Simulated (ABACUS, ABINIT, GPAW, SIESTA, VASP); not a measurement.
## One calculation of PbO2, 5 ways

```xyz
6
Lattice="4.9950 0.0000 0.0000 0.0000 4.9950 0.0000 0.0000 0.0000 3.4090" Properties=species:S:1:pos:R:3 pbc="T T T"
Pb    2.4975    2.4975    1.7045
Pb    0.0000    0.0000    0.0000
O     3.4594    3.4594    0.0000
O     4.0331    0.9619    1.7045
O     0.9619    4.0331    1.7045
O     1.5356    1.5356    0.0000
```

The cell is a database's computed one, not the measured one.

Alike in all runs: task single point; functional PBE; k mesh 6 × 6 × 8; occupations fermi-dirac, width 0.05 eV; no spin polarisation; no spin-orbit coupling. Pressure is positive in compression and, in plane waves, holds the error of the finite cutoff.

```json
{"program and potentials": "ABACUS, PseudoDojo NC SR 0.4.1 PBE standard, plane waves", "plane-wave cutoff (eV)": "1143", "notes": "-", "band gap (eV)": "0.09", "pressure (GPa)": "6.69"}
{"program and potentials": "VASP, PBE PAW files O, Pb_d, 520 eV", "plane-wave cutoff (eV)": "520", "notes": "-", "band gap (eV)": "0.09", "pressure (GPa)": "5.97"}
{"program and potentials": "SIESTA, files PseudoDojo sr-pbe-0.4.1-standard, DZP (energy shift 0.003 Ry; two zetas on semicore shells)", "plane-wave cutoff (eV)": "-", "notes": "atomic basis", "band gap (eV)": "no gap", "pressure (GPa)": "11.53"}
{"program and potentials": "ABINIT, JTH PAW PBE v2.0", "plane-wave cutoff (eV)": "626", "notes": "-", "band gap (eV)": "0.09", "pressure (GPa)": "6.20"}
{"program and potentials": "GPAW, GPAW PAW data sets (gpaw-data 1.2.1)", "plane-wave cutoff (eV)": "800", "notes": "-", "band gap (eV)": "0.10", "pressure (GPa)": "4.18"}
```

Force on atom 3 (O), eV/Å:

| program and potentials | x | y | z |
| --- | --- | --- | --- |
| ABACUS, PseudoDojo NC SR 0.4.1 PBE standard, plane waves | 0.032 | 0.032 | 0.000 |
| VASP, PBE PAW files O, Pb_d, 520 eV | 0.036 | 0.036 | 0.000 |
| SIESTA, files PseudoDojo sr-pbe-0.4.1-standard, DZP (energy shift 0.003 Ry; two zetas on semicore shells) | 0.030 | 0.030 | 0.000 |
| ABINIT, JTH PAW PBE v2.0 | 0.032 | 0.032 | 0.000 |
| GPAW, GPAW PAW data sets (gpaw-data 1.2.1) | 0.014 | 0.014 | 0.000 |

The band gap spans no gap (SIESTA, files PseudoDojo sr-pbe-0.4.1-standard, DZP (energy shift 0.003 Ry; two zetas on semicore shells)) to 0.10 eV (GPAW, GPAW PAW data sets (gpaw-data 1.2.1)). The pressure spans 4.18 (GPAW, GPAW PAW data sets (gpaw-data 1.2.1)) to 11.53 GPa (SIESTA, files PseudoDojo sr-pbe-0.4.1-standard, DZP (energy shift 0.003 Ry; two zetas on semicore shells)). The pressure on the cell as given of SIESTA, files PseudoDojo sr-pbe-0.4.1-standard, DZP (energy shift 0.003 Ry; two zetas on semicore shells); GPAW, GPAW PAW data sets (gpaw-data 1.2.1) lies far from the others; the cause wasn't traced. Spin-orbit coupling, left out here, moves the band edges of heavy atoms. The gap is indirect and read on the mesh alone, so bands may meet between its points. Rows in atomic bases carry the error of their basis and grid, which can be large.

Differences between rows come from potentials, basis sets and numerical settings, since the functional is the same but for its coding. Runs on potential files found faulty are left out.

The four plane-wave rows put this PbO2 cell at the edge between semiconductor and semimetal, while the atomic-basis row closes the gap. Such sensitivity follows from the bonding: the valence-band top is mainly O 2p, whereas the lowest conduction band is an antibonding mixture of Pb 6s and O 2p. Relativistic contraction stabilises the 6s shell, bringing this empty band of formally Pb(IV) down almost to the oxygen states.

All rows find the cell compressed, yet the residual forces on oxygen are small. The mismatch therefore lies mainly in the cell size rather than in the internal oxygen position, which suggests that the geometry came from a functional giving shorter bonds than PBE. Expansion towards the PBE volume would weaken the Pb–O antibonding interaction and probably lower the conduction band further, so the small gap may not survive relaxation. The close agreement on the gap among the plane-wave rows shows numerical consistency, not accuracy against experiment, as semilocal functionals generally underestimate gaps. Nor do these results settle the origin of the conductivity of real PbO2, where donor defects can populate the conduction band.
